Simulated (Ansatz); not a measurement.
# Hf2Si (I4/mcm) in Ansatz: convergence with k mesh

Aim: find how far k mesh must go before the results for Hf2Si settle, at r2SCAN. This setting moves, with any that are tied to it; all else stays.

All numbers are computed with Ansatz 0.2.0; they aren't measurements. Logs are shortened: lines on timing, memory, paths and dates and some standing lists are left out, and cuts for length are marked.

## 1. The crystal as given

The structure is tetragonal, space group I4/mcm (No. 140). The conventional cell has a = 6.551 Å, b = 6.551 Å, c = 5.166 Å, α = 90.00°, β = 90.00°, γ = 90.00°. Around Hf (site symmetry m2m) lie 4 Si at 2.79 Å and 3 Hf at 2.90 to 3.11 Å. Si (site symmetry 422) has 2 Si at 2.58 Å and 8 Hf at 2.79 Å as nearest neighbours.

The cell comes from a database or a generator and needn't be the stable form of this composition.

## 2. With k mesh 2 × 2 × 2

Input file input.yaml:

```yaml
crystal:
  lattice:
    - [-3.275352224, 3.275352224, 2.582823393]
    - [3.275352224, -3.275352224, 2.582823393]
    - [3.275352224, 3.275352224, -2.582823393]
  atoms:
    - { symbol: Hf, position: [0.15648638, 0.65648638, 0.81297276] }
    - { symbol: Hf, position: [0.65648638, 0.84351362, 0.5] }
    - { symbol: Hf, position: [0.84351362, 0.34351362, 0.18702724] }
    - { symbol: Hf, position: [0.34351362, 0.15648638, 0.5] }
    - { symbol: Si, position: [0.75, 0.75, 0.0] }
    - { symbol: Si, position: [0.25, 0.25, 0.0] }
hamiltonian:
  xc: r2scan
  pseudopotentials: { kind: paw }
kpoints:
  mp_grid: { grid: [2, 2, 2] }
scf:
  occupations: { method: gaussian, width: 0.05 }
output:
  forces: true
  stress: true
  eigenvalues: true
```

Potentials or basis: Ansatz PAW.

Run with:

```console
> ansatz run input.yaml --threads 2 --pin off --max-ram 5632MiB --backend cpu --events-out ev --progress --plain --runs-dir out
```

Wall time 3 s (2 threads of Arm Neoverse V2, shared host); peak memory 0.63 GiB.

Results:

```yaml
Free_energy: -64214.7036 eV
Pressure: 0.2 GPa
Largest_force: 0.088 eV/Å
Band_gap_on_the_k_mesh: none (metal or under the smearing width)
```

## 3. With k mesh 3 × 3 × 3

Edit input.yaml of step 2 so:

```diff
@@ -16,3 +16,3 @@
 kpoints:
-  mp_grid: { grid: [2, 2, 2] }
+  mp_grid: { grid: [3, 3, 3] }
 scf:
```

Potentials or basis: Ansatz PAW.

Run with:

```console
> ansatz run input.yaml --threads 2 --pin off --max-ram 5632MiB --backend cpu --events-out ev --progress --plain --runs-dir out
```

Wall time 3.9 s (2 threads of Arm Neoverse V2, shared host); peak memory 0.66 GiB.

What came out:

| Quantity | Value |
| --- | --- |
| Free energy | -64215.0892 eV |
| Pressure | 1.1 GPa |
| Largest force | 0.072 eV/Å |
| Band gap on the k mesh | none (metal or under the smearing width) |

## 4. With k mesh 4 × 4 × 4

Edit input.yaml of step 3 so:

```diff
@@ -16,3 +16,3 @@
 kpoints:
-  mp_grid: { grid: [3, 3, 3] }
+  mp_grid: { grid: [4, 4, 4] }
 scf:
```

Run with:

```console
> ansatz run input.yaml --threads 2 --pin off --max-ram 5632MiB --backend cpu --events-out ev --progress --plain --runs-dir out
```

It took 7 s on 2 threads of Arm Neoverse V2, shared host; peak memory 0.7 GiB.

What came out:

```
Free energy            : -64215.1417 eV
Pressure               : 0.4 GPa
Largest force          : 0.062 eV/Å
Band gap on the k mesh : none (metal or under the smearing width)
```

## 5. With k mesh 5 × 5 × 5

Edit input.yaml of step 4 so:

```diff
@@ -16,3 +16,3 @@
 kpoints:
-  mp_grid: { grid: [4, 4, 4] }
+  mp_grid: { grid: [5, 5, 5] }
 scf:
```

Run with:

```console
> ansatz run input.yaml --threads 2 --pin off --max-ram 5632MiB --backend cpu --events-out ev --progress --plain --runs-dir out
```

It took 9.3 s on 2 threads of Arm Neoverse V2, shared host; peak memory 0.73 GiB.

Results:

| Item | Value |
| --- | --- |
| Free energy | -64215.0980 eV |
| Pressure | 0.4 GPa |
| Largest force | 0.050 eV/Å |
| Band gap on the k mesh | none (metal or under the smearing width) |

## 6. With k mesh 6 × 6 × 6

Edit input.yaml of step 5 so:

```diff
@@ -16,3 +16,3 @@
 kpoints:
-  mp_grid: { grid: [5, 5, 5] }
+  mp_grid: { grid: [6, 6, 6] }
 scf:
```

Potentials or basis: Ansatz PAW.

Run with:

```console
> ansatz run input.yaml --threads 2 --pin off --max-ram 5632MiB --backend cpu --events-out ev --progress --plain --runs-dir out
```

Wall time 14 s (2 threads of Arm Neoverse V2, shared host); peak memory 0.77 GiB.

The run converged. Its results:

| Quantity | Value |
| --- | --- |
| Free energy | -64215.1362 eV |
| Pressure | 0.5 GPa |
| Largest force | 0.010 eV/Å |
| Band gap on the k mesh | none (metal or under the smearing width) |

## 7. With k mesh 8 × 8 × 8

Edit input.yaml of step 6 so:

```diff
@@ -16,3 +16,3 @@
 kpoints:
-  mp_grid: { grid: [6, 6, 6] }
+  mp_grid: { grid: [8, 8, 8] }
 scf:
```

Run with:

```console
> ansatz run input.yaml --threads 2 --pin off --max-ram 5632MiB --backend cpu --events-out ev --progress --plain --runs-dir out
```

Run time: 26 s. Hardware: 2 threads of Arm Neoverse V2, shared host; peak memory 0.89 GiB.

Results (log left out):

| Property | Result |
| --- | --- |
| Free energy | -64215.1229 eV |
| Pressure | 0.5 GPa |
| Largest force | 0.010 eV/Å |
| Band gap on the k mesh | none (metal or under the smearing width) |

## 8. With k mesh 9 × 9 × 9

Edit input.yaml of step 7 so:

```diff
@@ -16,3 +16,3 @@
 kpoints:
-  mp_grid: { grid: [8, 8, 8] }
+  mp_grid: { grid: [9, 9, 9] }
 scf:
```

Run with:

```console
> ansatz run input.yaml --threads 2 --pin off --max-ram 5632MiB --backend cpu --events-out ev --progress --plain --runs-dir out
```

It took 32 s on 2 threads of Arm Neoverse V2, shared host; peak memory 0.96 GiB.

Results (log left out):

```yaml
Free_energy: -64215.1195 eV
Pressure: 0.5 GPa
Largest_force: 0.026 eV/Å
Band_gap_on_the_k_mesh: none (metal or under the smearing width)
```

## 9. With k mesh 11 × 11 × 11

Edit input.yaml of step 8 so:

```diff
@@ -16,3 +16,3 @@
 kpoints:
-  mp_grid: { grid: [9, 9, 9] }
+  mp_grid: { grid: [11, 11, 11] }
 scf:
```

Potentials or basis: Ansatz PAW.

Run with:

```console
> ansatz run input.yaml --threads 2 --pin off --max-ram 5632MiB --backend cpu --events-out ev --progress --plain --runs-dir out
```

What it wrote:

```text
Warning: RAYON_NUM_THREADS=2 ignored (pool sized by the plan → 2); use --threads N
Engine: ansatz 0.2.0, aarch64-unknown-linux-gnu
Pseudopotentials: kind: paw
Pseudopotential: Hf, paw, valence charge 26, recommended cutoff 500 eV (meta_gga), Hf.paw.azcp
Pseudopotential: Si, paw, valence charge 4, recommended cutoff 500 eV (meta_gga), Si.paw.azcp
Functional definition: r2SCAN
  parameter k0 = 0.174
  parameter k1 = 0.065
  parameter a1 = 4.9479
  exchange = r2scan_x(k0 = k0, k1 = k1, a1 = a1)
  correlation = r2scan_c
[... 52 lines left out ...]
  atom   1  Hf     0.02193381     0.02193381    -0.00000000
  atom   2  Hf    -0.02193381     0.02193381     0.00000000
  atom   3  Hf    -0.02193381    -0.02193381    -0.00000000
  atom   4  Hf     0.02193381    -0.02193381     0.00000000
  atom   5  Si    -0.00000000     0.00000000     0.00000000
  atom   6  Si    -0.00000000     0.00000000     0.00000000
  max |Σ_I F_I| component: 9.02e-17 eV/Å
--- Stress (GPa, compression-positive) ---
        0.452929       0.000000       0.000000
        0.000000       0.452929       0.000000
       -0.000000       0.000000       0.460293
  P = ⅓ Tr σ = 0.4554 GPa (4.554 kbar)
--- Band table (eV; the first three rows and the last of 126) ---
  k-point 0: bands = ["-44.8613", "-44.8233", "-44.7822", "-44.7822", "-13.1360", "-13.1278", "-12.9910", "-12.9910", "-12.9668", "-12.9668", "-12.8549", "-12.8356", "-12.8278", "-12.5152", "-12.5073", "-12.5073", "6.6405", "6.7103", "6.7142", "6.7160", "6.7164", "6.7244", "6.7244", "6.7274", "6.7310", "6.7310", "6.7349", "6.7349", "6.7391", "6.7407", "6.7427", "6.7492", "6.7499", "6.7507", "6.7507", "6.7546", "6.7562", "6.7582", "6.7582", "6.7666", "6.7827", "6.7827", "6.7871", "6.7871", "7.1413", "12.0063", "14.0009", "14.5041", "14.8283", "14.8283", "16.7664", "16.7664", "16.8829", "16.8829", "17.1229", "17.3132", "20.5225", "20.5708", "20.6054", "21.0624", "21.0624", "21.1646", "21.1646", "22.0139", "23.0571", "23.9812", "24.4137", "24.4457"]
  k-point 1: bands = ["-44.8603", "-44.8231", "-44.7834", "-44.7822", "-13.1333", "-13.1311", "-12.9907", "-12.9856", "-12.9800", "-12.9670", "-12.8514", "-12.8313", "-12.8136", "-12.5192", "-12.5181", "-12.5075", "6.6495", "6.7108", "6.7137", "6.7158", "6.7167", "6.7241", "6.7245", "6.7253", "6.7324", "6.7330", "6.7332", "6.7348", "6.7392", "6.7407", "6.7420", "6.7490", "6.7503", "6.7517", "6.7525", "6.7546", "6.7560", "6.7575", "6.7577", "6.7668", "6.7817", "6.7827", "6.7861", "6.7872", "7.1910", "12.0403", "13.8980", "14.0176", "14.9355", "15.2562", "16.7169", "16.7363", "16.7859", "16.8988", "17.1495", "17.3545", "20.1577", "20.5745", "20.6295", "20.8404", "20.9547", "21.1990", "21.7096", "22.2457", "23.2396", "23.9128", "24.3945", "24.4402"]
  k-point 2: bands = ["-44.8575", "-44.8224", "-44.7869", "-44.7822", "-13.1435", "-13.1159", "-13.0214", "-12.9885", "-12.9674", "-12.9563", "-12.8529", "-12.8311", "-12.7683", "-12.5518", "-12.5269", "-12.5081", "6.6684", "6.7097", "6.7152", "6.7154", "6.7182", "6.7189", "6.7241", "6.7273", "6.7311", "6.7349", "6.7349", "6.7359", "6.7392", "6.7404", "6.7412", "6.7476", "6.7491", "6.7542", "6.7555", "6.7558", "6.7558", "6.7559", "6.7575", "6.7669", "6.7787", "6.7827", "6.7834", "6.7875", "7.3386", "12.1355", "13.3892", "13.6959", "15.1473", "15.5904", "16.5768", "16.7072", "16.8447", "16.9174", "17.2200", "17.2370", "19.8540", "20.4631", "20.5075", "20.6699", "20.7320", "21.4437", "22.5235", "22.6565", "23.5284", "23.7742", "24.2512", "24.4100"]
  k-point 125: bands = ["-44.8239", "-44.8119", "-44.8080", "-44.8054", "-13.2114", "-13.1465", "-13.0710", "-12.9229", "-12.9016", "-12.8671", "-12.8346", "-12.7598", "-12.6518", "-12.6494", "-12.6202", "-12.6143", "6.7007", "6.7135", "6.7183", "6.7188", "6.7189", "6.7204", "6.7241", "6.7269", "6.7353", "6.7379", "6.7398", "6.7409", "6.7439", "6.7456", "6.7493", "6.7498", "6.7503", "6.7523", "6.7541", "6.7545", "6.7582", "6.7590", "6.7591", "6.7631", "6.7650", "6.7671", "6.7720", "6.7774", "8.6206", "12.3560", "12.9372", "12.9916", "13.0884", "15.7450", "16.1897", "16.2121", "17.3952", "17.7454", "18.1426", "18.5630", "18.6889", "18.9831", "19.7662", "19.8990", "20.2042", "20.3835", "22.9372", "23.1680", "23.5588", "23.6841", "23.7056", "23.8608"]
```

Run time: 52 s. Hardware: 2 threads of Arm Neoverse V2, shared host; peak memory 1.2 GiB.

Results:

- Free energy: -64215.1208 eV
- Pressure: 0.5 GPa
- Largest force: 0.031 eV/Å
- Band gap on the k mesh: none (metal or under the smearing width)

## 10. The series at a glance

```csv
k mesh,"energy less the tightest run, at zero smearing (meV/atom)",pressure (GPa),largest force (eV/Å),SCF cycles,CPU time (s),peak memory (GiB)
2 × 2 × 2,70.59,0.21,0.088,7,5.5,0.63
3 × 3 × 3,5.74,1.15,0.072,7,7.3,0.66
4 × 4 × 4,-3.31,0.37,0.062,8,13,0.7
5 × 5 × 5,3.77,0.37,0.050,8,18,0.73
6 × 6 × 6,-2.55,0.51,0.010,8,27,0.77
8 × 8 × 8,-0.34,0.47,0.010,8,51,0.89
9 × 9 × 9,0.17,0.46,0.026,8,63,0.96
11 × 11 × 11,0.00,0.46,0.031,8,100,1.2
```

Against the tightest run, the energy stays within 1 meV/atom from 8 × 8 × 8 on; the pressure stays within 0.1 GPa from 4 × 4 × 4 on; the largest force stays within 0.005 eV/Å from 9 × 9 × 9 on. Meshes of other sizes hit other points, so gaps and Fermi surfaces needn't settle smoothly. The tightest run that finished is the yardstick and may itself not be fully converged.

Caveats: the PAW data sets come from PBE, with cores solved anew for the run's functional, which leaves a small shift of forces and pressure.
